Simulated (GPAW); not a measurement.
GaP:

```
Ga P
1.0
     0.00000    2.72525    2.72525
     2.72525    0.00000    2.72525
     2.72525    2.72525    0.00000
Ga P
1 1
Direct
  0.00000 0.00000 0.00000
  0.75000 0.75000 0.75000
```

Program: GPAW 26.7.0. Alike in all runs: task band structure; cell as given; cutoff (eV) 600; smearing fermi-dirac 0.05 eV.

**Question.** Order these runs on this cell by their pressure, lowest first.
A. level BLYP; potentials or basis PAW data sets generated in the run's folder for this functional, pw; spin off; k mesh 8 × 8 × 8; band points 100; eigensolver davidson
B. level PBEsol; potentials or basis PAW data sets generated in the run's folder for this functional, pw; spin SOC, no magnetisation; k mesh 6 × 6 × 6; band points 60; spin axis theta (degrees) 0; spin axis phi (degrees) 0; soc after scf second variation
C. level revPBE; potentials or basis the program's PAW data sets (release 1.2.1) made for this functional, pw; spin off; k mesh 8 × 8 × 8; band points 100

**Answer.** B (1.6 GPa), C (6.1 GPa), A (8.1 GPa).

Caveats: spin-orbit coupling was added after a scalar SCF, so levels and gaps hold it while energy, forces, pressure and moments don't (some runs); this program's spin-orbit splittings come out too wide for heavy elements (some runs).

Runs at the PBE level aren't shown here.
